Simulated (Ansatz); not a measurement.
Crystal: TiO2.

```
Ti O
1.0
     4.81270    0.00000    0.00000
     0.00000    4.87188    0.00000
    -0.86289    0.00000    4.96659
Ti O
4 8
Direct
  0.27744 0.05281 0.21315
  0.72256 0.55281 0.28685
  0.72256 0.94719 0.78685
  0.27744 0.44719 0.71315
  0.06384 0.17697 0.85156
  0.93616 0.67697 0.64844
  0.93616 0.82303 0.14844
  0.06384 0.32303 0.35156
  0.44536 0.75763 0.46677
  0.55464 0.25763 0.03323
  0.55464 0.24237 0.53323
  0.44536 0.74237 0.96677
```

The cell comes from a database or a generator and needn't be the stable form of this composition.

* Program: Ansatz 0.2.0
* Task: relaxation of cell and atoms
* Functional: PBE
* Potentials or basis: Ansatz PAW
* Cutoff: 420 eV (not typed: the program's choice for these potentials)
* k mesh: 6 × 6 × 6
* Occupations: fermi-dirac, width 0.05 eV
* Spin: no spin polarisation
* Hubbard terms: Ti d U = 6 eV

At the start: volume 9.70 Å³/atom.

Problem. Where does the relaxation end?

Solution. It ends after 11 steps and the volume is 10.14 Å³/atom (+4.5 %); space group P2_1/c (No. 14, to 0.05 Å).

The path:
```csv
step,energy change (eV),largest force (eV/Å),volume (Å³)
1,0.0000,0.4692,116.45
2,-0.1524,0.2949,120.33
3,-0.1671,0.2194,121.64
4,-0.1703,0.2479,121.44
5,-0.1803,0.0532,121.69
6,-0.1840,0.0317,121.35
7,-0.1843,0.0047,121.39
8,-0.2155,0.0046,121.39
9,-0.2146,0.0093,121.65
10,-0.2145,0.0012,121.68
11,-0.2159,0.0012,121.68
```

Final structure:
```
CELL_PARAMETERS angstrom
4.90801 0.00000 0.00655
0.00000 4.92967 0.00000
-0.87321 0.00000 5.02796
ATOMIC_POSITIONS crystal
Ti 0.27424 0.04607 0.20655
Ti 0.72576 0.54607 0.29345
Ti 0.72576 0.95393 0.79345
Ti 0.27424 0.45393 0.70655
O 0.06522 0.17805 0.85569
O 0.93478 0.67805 0.64431
O 0.93478 0.82195 0.14431
O 0.06522 0.32195 0.35569
O 0.44852 0.75635 0.46972
O 0.55148 0.25635 0.03028
O 0.55148 0.24365 0.53028
O 0.44852 0.74365 0.96972
```

Caveat: the plane-wave basis is chosen anew once the cell has moved, so the energies of steps on either side of that aren't comparable; the pressure holds a Pulay correction of +0.8 GPa for the finite cutoff.
